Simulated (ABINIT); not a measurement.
Runs of ABINIT 10.8.3 (patched build) on KTaO3. Symmetry: Pm-3m, No. 221, cubic system. Conventional cell: a = 3.988 Å, b = 3.988 Å, c = 3.988 Å, α = 90.00°, β = 90.00°, γ = 90.00°. Around Ta (site symmetry m-3m) lie 6 O at 1.99 Å. Around K (site symmetry m-3m) lie 12 O at 2.82 Å. O (site symmetry 4/mmm) has 2 Ta at 1.99 Å as nearest neighbours. 

| potentials or basis | cutoff (eV) | fine-grid cutoff | gap on the mesh (eV) | pressure (GPa) |
| --- | --- | --- | --- | --- |
| JTH PAW PBE v2.0 | 762 | 1360.57 eV | 2.67 | -0.1 |
| SG15 NC PBE v1.2 | 1361 | - | 2.35 | -3.5 |
| Ansatz PAW PBE default generated set, frozen core | 517 | 1034.03 eV | 2.69 | (c) |
| Ansatz NC r2SCAN | 1524 | - | (b) | 0.7 |
| PseudoDojo NC SR PBE v0.4.1 standard | 1361 | - | (a) | -1.1 |

Alike in all rows: task single point; level r2SCAN; no spin polarisation; cell as given; k mesh 7 × 7 × 7; smearing fermi-dirac 0.05 eV.

Q: Fill in the values left out.

A: (a) 2.60; (b) 2.70; (c) 0.0.

Caveats: spin-orbit coupling is left out, which moves the levels of the heavy elements; an odd mesh through Γ misses points on the zone boundary, where band edges often lie; the PAW data sets were made with another functional, which shifts forces and pressure a little (some runs); the atomic spheres overlap (some runs); the potentials were made for another functional, which shifts forces and pressure (some runs).

A k mesh can miss the band edges, and the runs leave out spin-orbit coupling on Ta.

The runs don't all hold the same shells in valence.
